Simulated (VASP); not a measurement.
# Al (Im-3m) in VASP: further runs

The runs below take Al through single point, with PBEsol.

All numbers are computed with VASP 6.6.1; they aren't measurements. Logs are shortened: lines on timing, memory, paths and dates and some standing lists are left out, and cuts for length are marked.

## Step 1: Starting point

It takes space group Im-3m (No. 229, cubic). Conventional cell: a = 3.182 Å, b = 3.182 Å, c = 3.182 Å, α = 90.00°, β = 90.00°, γ = 90.00°. Al (site symmetry m-3m) is surrounded by 8 Al at 2.76 Å.

This isn't the form of Al at room conditions, which is fcc.

## Step 2: Single point, PBEsol

INCAR reads:

```
ADDGRID = F
ALGO = Normal
EDIFF = 1E-7
ENCUT = 900
GGA = PS
ISIF = 2
ISMEAR = 1
LASPH = T
LCHARG = F
LREAL = F
LWAVE = F
NELM = 100
PREC = Accurate
SIGMA = 0.15
```

KPOINTS reads:

```
k-points
0
Gamma
  10 10 10
```

POSCAR reads:

```
Al
1.0
   -1.5912186900      1.5912186900      1.5912186900
    1.5912186900     -1.5912186900      1.5912186900
    1.5912186900      1.5912186900     -1.5912186900
Al
1
Direct
    0.0000000000      0.0000000000      0.0000000000
```

Potentials or basis: VASP PAW PBE potentials, release 64 (Al).

Command:

```sh
> cat potpaw_PBE.64/Al/POTCAR > POTCAR
> mpirun -np 1 vasp_std > vasp.out
```

OUTCAR:

```text
EDIFF = 1E-7
   ENCUT = 900
   GGA = PS
   ISIF = 2
   ISMEAR = 1
   LASPH = T
   LREAL = F
   NELM = 100
   PREC = Accurate

 Found     47 irreducible k-points:

 Following reciprocal coordinates:
            Coordinates               Weight
  0.000000  0.000000  0.000000      1.000000
  0.100000  0.000000  0.000000     12.000000
  0.200000  0.000000  0.000000     12.000000
  0.300000  0.000000  0.000000     12.000000
  0.400000  0.000000  0.000000     12.000000
  0.500000  0.000000  0.000000      6.000000
   k-points           NKPTS =     47   k-points in BZ     NKDIM =     47   number of bands    NBANDS=      5
   number of dos      NEDOS =    301   number of ions     NIONS =      1
   total plane-waves  NPLWV =  21952
   dimension x,y,z NGX =    28 NGY =   28 NGZ =   28
   dimension x,y,z NGXF=    56 NGYF=   56 NGZF=   56
   ions per type =               1
   NGX,Y,Z   is equivalent  to a cutoff of  16.89, 16.89, 16.89 a.u.
   NGXF,Y,Z  is equivalent  to a cutoff of  33.78, 33.78, 33.78 a.u.
 SYSTEM =  unknown system
   PREC   = accura    normal or accurate (medium, high low for compatibility)
   ISTART =      0    job   : 0-new  1-cont  2-samecut
   ICHARG =      2    charge: 1-file 2-atom 10-const
   ISPIN  =      1    spin polarized calculation?
   LNONCOLLINEAR =      F non collinear calculations
   LSORBIT =      F    spin-orbit coupling
   LASPH  =      T    aspherical Exc in radial PAW
   ENCUT  =  900.0 eV  66.15 Ry    8.13 a.u.   6.74  6.74  6.74*2*pi/ulx,y,z
   NELM   =    100;   NELMIN=  2; NELMDL= -5     # of ELM steps
   EDIFF  = 0.1E-06   stopping-criterion for ELM
   LREAL  =      F    real-space projection
   EDIFFG = 0.1E-05   stopping-criterion for IOM
   NSW    =      0    number of steps for IOM
   IBRION =     -1    ionic relax: 0-MD 1-quasi-New 2-CG
   NFREE  =      0    steps in history (QN), initial steepest desc. (CG)
   ISIF   =      2    stress and relaxation
   ISYM   =      2    0-nonsym 1-usesym 2-fastsym
   POTIM  = 0.5000    time-step for ionic-motion
   TEBEG  =    0.0;   TEEND  =   0.0 temperature during run
   PSTRESS=    0.0 pullay stress
   NELECT =       3.0000    total number of electrons
   NUPDOWN=      -1.0000    fix difference up-down
   EMIN   =  10.00;   EMAX   =-10.00  energy-range for DOS
   EFERMI =   0.00;   METHOD = LEGACY
   ISMEAR =     1;   SIGMA  =   0.15  broadening in eV -4-tet -1-fermi 0-gaus
   EFERMI_NEDOS =   21; number of points for ismear=-14 and -15
   IALGO  =     38    algorithm
   IMIX   =      4    mixing-type and parameters
     AMIX     =   0.40;   BMIX     =  1.00
     AMIX_MAG =   1.60;   BMIX_MAG =  1.00
  volume/ion in A,a.u.               =      16.12       108.75
  Fermi-wavevector in a.u.,A,eV,Ry     =   0.934757  1.766435 11.888371  0.873771
  Thomas-Fermi vector in A             =   2.061595
   LORBIT       =      0    0 simple, 1 ext, 2 COOP (PROOUT), +10 PAW based schemes
   GGA     = PS    functional components
   LHFCALC =     F    Hartree Fock is set to
   AEXX    =    0.0000 exact exchange contribution
   IVDW    =     0    specifies the selected vdW correction
   LEPSILON=     F    determine dielectric tensor
   LRPA    =     F    only Hartree local field effects (RPA)
 non-spin polarized calculation
 Methfessel and Paxton  Order N= 1 SIGMA  =   0.15
  energy-cutoff  :      900.00
  volume of cell :       16.12
 maximum number of plane-waves:      1001
   NGX = 13   NGY = 13   NGZ = 13

 number of electron       3.0000000 magnetization

 Free energy of the ion-electron system (eV)
  ---------------------------------------------------
  ext. energy  EPLUGINS =         0.00000000
  ---------------------------------------------------
  free energy    TOTEN  =        -4.00441719 eV

  energy without entropy =       -4.00398545  energy(sigma->0) =       -4.00427328

 E-fermi :   8.1620     XC(G=0): -10.3463

 val. band max:        8.1137381779   @ k =   0.5000   0.5000   0.4000
 cond. band min:       8.1791462605   @ k =  -0.4000   0.4000   0.2000
 fundamental gap:      0.0654080826
 Fermi energy:         8.1619762622

 k-point     1 :       0.0000    0.0000    0.0000
  band No.  band energies     occupation
      1      -3.0913      2.00000
      2      21.5855      0.00000
      3      21.5855      0.00000
      4      21.5855      0.00000
      5      23.2295      0.00000

 k-point     2 :       0.1000    0.0000    0.0000
  band No.  band energies     occupation
      1      -2.7992      2.00000
      2      18.7571      0.00000
      3      20.1485      0.00000
      4      20.5579      0.00000
      5      22.1285      0.00000

 k-point     3 :       0.2000    0.0000    0.0000
  band No.  band energies     occupation
      1      -1.9266      2.00000
      2      14.5782      0.00000
      3      18.5806      0.00000
      4      18.9245      0.00000
      5      20.5496      0.00000

 k-point     4 :       0.3000    0.0000    0.0000
  band No.  band energies     occupation
      1      -0.4844      2.00000
      2      10.6289     -0.00000
      3      17.4444      0.00000
      4      17.6071      0.00000
      5      19.3292      0.00000

 k-point     5 :       0.4000    0.0000    0.0000
  band No.  band energies     occupation
      1       1.5084      2.00000
      2       7.1102      2.00000
      3      16.7633      0.00000
      4      16.7877      0.00000
      5      18.5824      0.00000

 k-point     6 :       0.5000    0.0000    0.0000
  band No.  band energies     occupation
      1       3.7922      2.00000
      2       4.3157      2.00000
      3      16.5112      0.00000
      4      16.5366      0.00000
      5      18.3320      0.00000

 [... further k-points ...]

------------------------ aborting loop because EDIFF is reached ----------------------------------------

  FORCE on cell =-STRESS in cart. coord.  units (eV):
  Direction    XX          YY          ZZ          XY          YZ          ZX
  --------------------------------------------------------------------------------------
  -------------------------------------------------------------------------------------
  Total        0.2845575      0.2845575      0.2845575     -0.0000000     -0.0000000     -0.0000000
  in kB       28.2898755     28.2898755     28.2898755     -0.0000000     -0.0000000     -0.0000000
  external PRESSURE =      28.2898755 kB  Pullay stress =       0.0000000 kB

 VOLUME and BASIS-vectors are now :
 -----------------------------------------------------------------------------
  energy-cutoff  :      900.00
  volume of cell :       16.12
      direct lattice vectors                 reciprocal lattice vectors
    -1.591218690  1.591218690  1.591218690     0.000000000  0.314224565  0.314224565
     1.591218690 -1.591218690  1.591218690     0.314224565  0.000000000  0.314224565
     1.591218690  1.591218690 -1.591218690     0.314224565  0.314224565  0.000000000

 POSITION                                       TOTAL-FORCE (eV/Angst)
 -----------------------------------------------------------------------------------
      0.00000      0.00000      0.00000        -0.000000      0.000000     -0.000000
 -----------------------------------------------------------------------------------
    total drift:                                0.000000     -0.000000     -0.000000

  FREE ENERGIE OF THE ION-ELECTRON SYSTEM (eV)
  ---------------------------------------------------
  free  energy   TOTEN  =        -4.0044171936 eV

  energy  without entropy=       -4.0039854529  energy(sigma->0) =       -4.00427328
```

It took 10 s on 1 thread of Intel Xeon Platinum 8375C at 2.90GHz (Ice Lake), shared host; peak memory 0.15 GiB.

These settings aren't checked as converged: the numbers below hold their error.

What came out:

* Free energy: -4.0044 eV
* Pressure: 2.8 GPa
* Band gap on the k mesh: none (metal or under the smearing width)

Caveat: the PAW data sets were made with another functional, which shifts forces and pressure a little.

## Step 3: Single point, PBEsol

INCAR is that of step 2.

KPOINTS is that of step 2.

POSCAR reads:

```
Al
1.0
   -1.5505220000      1.6151010000      1.5901740000
    1.5972310000     -1.6159030000      1.6376860000
    1.5218560000      1.5872370000     -1.5909760000
Al
1
Direct
   -0.0427450000     -0.0166940000     -0.0578530000
```

Potentials or basis: VASP PAW PBE potentials, release 64 (Al).

Command:

```sh
> cat potpaw_PBE.64/Al/POTCAR > POTCAR
> mpirun -np 1 vasp_std > vasp.out
```

It took 1.7 min on 1 thread of Intel Xeon Platinum 8375C at 2.90GHz (Ice Lake), shared host; peak memory 0.22 GiB.

These settings aren't checked as converged: the numbers below hold their error.

Results:

| Item | Value |
| --- | --- |
| Free energy | -3.9966 eV |
| Pressure | 2.9 GPa |
| Band gap on the k mesh | none (metal or under the smearing width) |

Caveat: the PAW data sets were made with another functional, which shifts forces and pressure a little.

## Step 4: Single point, PBEsol

INCAR, as its differences from that of step 3:

```diff
@@ -3,3 +3,3 @@
 EDIFF = 1E-7
-ENCUT = 900
+ENCUT = 400
 GGA = PS
@@ -13,2 +13,2 @@
 PREC = Accurate
-SIGMA = 0.15
+SIGMA = 0.4
```

KPOINTS reads:

```
k-points
0
Gamma
  15 15 15
```

POSCAR reads:

```
Al
1.0
   -1.5912186900      1.5912186900      1.5912186900
    1.5912186900     -1.5912186900      1.5912186900
    1.5912186900      1.5912186900     -1.5912186900
Al
1
Direct
    0.0000000000      0.0000000000      0.0000000000
```

Command:

```sh
> cat potpaw_PBE.64/Al/POTCAR > POTCAR
> mpirun -np 1 vasp_std > vasp.out
```

Wall time 11 s (1 thread of Intel Xeon Platinum 8375C at 2.90GHz (Ice Lake), shared host); peak memory 0.11 GiB.

The run converged, but some of its settings lie outside the range that counts as converged, so its numbers aren't taken as properties of the crystal.

What came out:

```
Free energy            : -3.9917 eV
Pressure               : 2.2 GPa
Band gap on the k mesh : none (metal or under the smearing width)
```

Caveat: the PAW data sets were made with another functional, which shifts forces and pressure a little.

## Step 5: Single point, PBEsol

INCAR is that of step 4.

KPOINTS is that of step 4.

POSCAR reads:

```
Al
1.0
   -1.5505220000      1.6151010000      1.5901740000
    1.5972310000     -1.6159030000      1.6376860000
    1.5218560000      1.5872370000     -1.5909760000
Al
1
Direct
   -0.0427450000     -0.0166940000     -0.0578530000
```

Command:

```sh
> cat potpaw_PBE.64/Al/POTCAR > POTCAR
> mpirun -np 1 vasp_std > vasp.out
```

It took 95 s on 1 thread of Intel Xeon Platinum 8375C at 2.90GHz (Ice Lake), shared host; peak memory 0.19 GiB.

The run converged, but some of its settings lie outside the range that counts as converged, so its numbers aren't taken as properties of the crystal.

What came out:

| Quantity | Value |
| --- | --- |
| Free energy | -3.9900 eV |
| Pressure | 2.3 GPa |
| Band gap on the k mesh | none (metal or under the smearing width) |

Caveat: the PAW data sets were made with another functional, which shifts forces and pressure a little.

## Step 6: For comparison

An earlier run on the cell as given: functional PBEsol; potentials or basis VASP PAW PBE potentials, release 64 (Al); cutoff 520 eV; k mesh 12 × 12 × 12; occupations fermi-dirac, width 0.05 eV; no spin polarisation.

- Pressure: 2.3 GPa
- Band gap on the k mesh: none (metal or under the smearing width)
